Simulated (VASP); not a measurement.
Set up this calculation in VASP 6.6.1, as the native input.

| Item | Value |
| --- | --- |
| Task | single point |
| Functional | PBE |
| Potentials or basis | VASP PAW PBE potentials, release 64 (Pb_d_GW, Se_GW) |
| Cutoff | 500 eV |
| k mesh | 4 × 4 × 4 |
| Occupations | gaussian, width 0.02 eV |
| Spin | no spin polarisation |
| Further INCAR settings | ALGO = Fast; EDIFF = 1e-07; NBANDS = 18 |

The structure of PbSe lies in POSCAR:

```
PbSe
1.0
    3.7843220000      0.0000000000      0.0000000000
    0.0000000000      3.7843220000      0.0000000000
    0.0000000000      0.0000000000      3.7843220000
Pb Se
1 1
Direct
    0.0000000000      0.0000000000      0.0000000000
    0.5000000000      0.5000000000      0.5000000000
```

Measurements of this composition are mostly on another form, of space group No. 225.

One way to write it, as run:

INCAR

```
PREC = Accurate ; ENCUT = 500
EDIFF = 1E-7 ; ISMEAR = 0
SIGMA = 0.02 ; LREAL = False
LASPH = True ; NELM = 60
ALGO = Fast ; ISIF = 2
LWAVE = False ; LCHARG = False
GGA = PE ; NBANDS = 18
```

KPOINTS

```
regular mesh
0
Gamma
  4 4 4
```

Potentials or basis: VASP PAW PBE potentials, release 64 (Pb_d_GW, Se_GW).

Run with:

```sh
$ cat potpaw_PBE.64/Pb_d_GW/POTCAR potpaw_PBE.64/Se_GW/POTCAR > POTCAR
$ mpirun -np 1 vasp_std > vasp.out
```

It gave:

```yaml
Pressure: 0.4 GPa
Band_gap_on_the_k_mesh: none (metal or under the smearing width)
```

Caveat: the k mesh is coarse (spacing up to 0.42 Å⁻¹), so the values aren't converged.

It took 28 s on 1 thread of Intel(R) Xeon(R) Platinum 8175M CPU @ 2.50GHz (Skylake/Cascade Lake), with other jobs on the host, peak memory 0.16 GiB.
